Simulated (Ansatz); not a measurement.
## Sb: relaxation of the atoms with PBE

Crystal: Sb.

```xyz
2
Lattice="2.1293 1.2006 3.7580 -2.1791 1.2868 3.7580 0.0497 -2.4875 3.7580" Properties=species:S:1:pos:R:3 pbc="T T T"
Sb    0.0000    0.0000    8.6416
Sb    0.0000    0.0000    2.6324
```

The cell isn't the ideal one: strain = -0.04.

```yaml
Program: Ansatz 0.2.0
Task: relaxation of the atoms
Functional: PBE
Potentials_or_basis: all-electron LAPW, scalar-relativistic
Basis_error_allowed: 0.001 eV/atom
k_mesh: 8 × 8 × 8
Occupations: fermi-dirac, width 0.05 eV
Spin: no spin polarisation
```

```
Energy gained by relaxing    : 1.7 meV/atom
Ionic steps                  : 4
Pressure after relaxing      : 2.2 GPa
Largest force after relaxing : 0.015 eV/Å
```

Forces in eV/Å, atoms in the order of the input:
```
Sb   0.007 -0.002  0.013
Sb  -0.007  0.002 -0.013
```

Stress tensor (GPa, compression positive):
```
 2.51  1.27 -0.96
 1.27  2.44 -0.01
-0.96 -0.01  1.77
```

The path:
| step | energy change (eV) | largest force (eV/Å) |
| --- | --- | --- |
| 1 | 0.0000 | 0.1837 |
| 2 | -0.0020 | 0.1088 |
| 3 | -0.0034 | 0.0153 |
| 4 | -0.0034 | 0.0152 |

Final structure:
```xyz
2
Lattice="2.1293 1.2006 3.7580 -2.1791 1.2868 3.7580 0.0497 -2.4875 3.7580" Properties=species:S:1:pos:R:3 pbc="T T T"
Sb    0.0082    0.0029    8.6236
Sb   -0.0082   -0.0029    2.6504
```

It took 97 s on 1 thread of Intel(R) Xeon(R) 6975P-C (Granite Rapids), on a shared host, peak memory 0.89 GiB.

The run has no spin-orbit coupling, so splittings on Sb are missing.
